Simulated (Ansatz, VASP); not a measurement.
KI: VASP beside Ansatz

```
K I
1.0
     0.00000    3.52455    3.52455
     3.52455    0.00000    3.52455
     3.52455    3.52455    0.00000
K I
1 1
Direct
  0.00000 0.00000 0.00000
  0.51419 0.51419 0.48581
```

Change from the starting cell: all I atoms moved -0.100 Å, as atom 2 towards its neighbour atom 1 (K) at 3.525 Å.

Alike in both runs: task single point; functional PBE; k mesh 6 × 6 × 6; occupations gaussian, width 0.05 eV; no spin polarisation.

|  | VASP | Ansatz |
| --- | --- | --- |
| version | VASP 6.6.1 | Ansatz 0.2.0 |
| potentials or method | VASP PAW PBE potentials, release 64 (K_sv, I) | scalar-relativistic, plane waves, PAW |
| plane-wave cutoff (eV) | 520 | 420 |
| valence electrons in the cell | 16 | 26 |

VASP gave:

| Quantity | Value |
| --- | --- |
| gap on the k mesh at the Fermi level (eV) | 3.98 |
| least direct gap on the mesh (eV) | 3.98 |
| pressure (GPa) | 0.7 |
| largest component of the traceless stress (GPa) | 0.11 |
| rms of the force components (eV/Å) | 0.067 |

Q: Estimate Ansatz's values.

A: gap on the k mesh at the Fermi level (eV): 3.99; least direct gap on the mesh (eV): 3.99; pressure (GPa): 0.7; largest component of the traceless stress (GPa): 0.10; rms of the force components (eV/Å): 0.066.

Atom by atom the forces differ by 0.001 eV/Å (rms over components). The functional is the same, so the differences come from potentials, cutoffs and numerics. The two sets of potentials don't hold the same shells in valence.

Caveats: spin-orbit coupling is left out, which moves the levels of the heavy elements.
